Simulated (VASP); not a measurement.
Consider the following.

```xyz
2
Lattice="0.0000 2.4441 2.4441 2.4441 0.0000 2.4441 2.4441 2.4441 0.0000" Properties=species:S:1:pos:R:3 pbc="T T T"
In     0.0000     0.0000     0.0000
N      1.2221     1.2221     1.2221
```

Method: PBE GGA, VASP's PBE PAW potentials (set 64) (plane waves; VASP). Numerical set-up: 400 eV cut-off, 15×15×15 Γ-centred mesh, Fermi-Dirac smearing of 0.10 eV, potentials In_d N.

Give the energies of bands 7 to 10 at the high-symmetry points, in eV from the Fermi level.

| band | Γ | X | U | L | W |
|---|---|---|---|---|---|
| 7 | -0.24 | -5.25 | -5.17 | -6.20 | -5.05 |
| 8 | 0.00 | -2.51 | -3.68 | -0.94 | -3.32 |
| 9 | 0.00 | -2.51 | -2.01 | -0.94 | -3.07 |
| 10 | 0.00 | 2.93 | 4.40 | 3.37 | 5.34 |

It has no gap at this level: it comes out as a metal or semimetal.

The structure comes from a computed database's InN entry; how it stands against other phases isn't given here. The cell was not relaxed at this level.
